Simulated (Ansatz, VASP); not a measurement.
**Two plane-wave programs on Sc**

```
Sc
1.0
     3.02321    0.00000    0.00000
    -1.51161    2.61818    0.00000
     0.00000    0.00000    4.67597
Sc
2
Cartesian
  0.0000 1.7455 1.1690
  1.5116 0.8727 3.5070
```

Alike in both runs: functional PBEsol; k mesh 15 × 15 × 8; occupations fermi-dirac, width 0.1 eV; no spin polarisation.

Ansatz relaxed the structure, and its values are those at the end. VASP's run is a single point on that final structure, the one shown.

|  | VASP | Ansatz |
| --- | --- | --- |
| version | VASP 6.6.1 | Ansatz 0.2.0 |
| potentials or method | VASP PAW PBE potentials, release 64 (Sc_sv) | PAW with Ansatz's default frozen-core files, scalar-relativistic |
| plane-wave cutoff (eV) | 520 | 420 |
| valence electrons in the cell | 22 | 22 |

VASP gave:

```
pressure (GPa) : 20.8
```

Problem. What did Ansatz give for the same quantities?

Solution. Pressure (GPa): 20.7.

The functional is the same, so the differences come from potentials, cutoffs and numerics.

Caveats: so large a pressure means that the cell lies far from this level's equilibrium, or that cutoff or potentials fall short (VASP); the potentials were made for another functional, which shifts forces and pressure (VASP).
